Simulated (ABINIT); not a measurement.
Here is an ABINIT 10.8.3 (patched build) calculation.

File run.abi:

```
ndtset 7
getwfk -1
scalecart1 3*0.9795861087
scalecart2 3*0.9864848297
scalecart3 3*0.9932883884
scalecart4 3*1.0000000000
scalecart5 3*1.0066227096
scalecart6 3*1.0131594038
scalecart7 3*1.0196128224

pp_dirpath "./"
pseudos "Ga.upf, P.upf"

acell 3*1.0 Angstrom
rprim
     0.0000000000     2.7252500000     2.7252500000
     2.7252500000     0.0000000000     2.7252500000
     2.7252500000     2.7252500000     0.0000000000
ntypat 2
znucl 31 15
natom 2
typat 1 2
xred
     0.0000000000     0.0000000000     0.0000000000
     0.7500000000     0.7500000000     0.7500000000

ecut 40.0

kptopt 1
ngkpt 8 8 8
nshiftk 1
shiftk 0.0 0.0 0.0

ixc -120135

nband 13
occopt 3
tsmear 0.05 eV

nstep 100
tolvrs 1.0e-10

iomode 3
prtwf 1
prtden 0
prteig 0
prtebands 0
```

Potentials or basis: PseudoDojo NC SR PBEsol v0.4.1 standard.

The run is started by

```console
$ abinit run.abi > log 2>&1
```

(1) Estimate the bulk modulus.

(2) Estimate the pressure derivative of the bulk modulus.

(3) Predict the equilibrium volume.

## Answers

(1) 83 GPa.

(2) 4.5.

(3) 20.15 Å³/atom.

Caveat: pressures at fixed basis lie under the slope of the energies; the potentials were made for another functional, which shifts forces and pressure.

**Experimental background.**

“Phosphorous dimerization in GaP at high pressure”, 2017, arxiv:1709.06667 reports, for a bulk crystal of GaP: bulk modulus 87.5 ± 0.6 GPa.

Measured bulk modulus of GaP: 87.5 GPa (“Phosphorous dimerization in GaP at high pressure”, 2017, arxiv:1709.06667). This calculation gives 83 GPa (-5.2 %). The fit is for a static lattice scaled at fixed shape and fixed fractional positions.
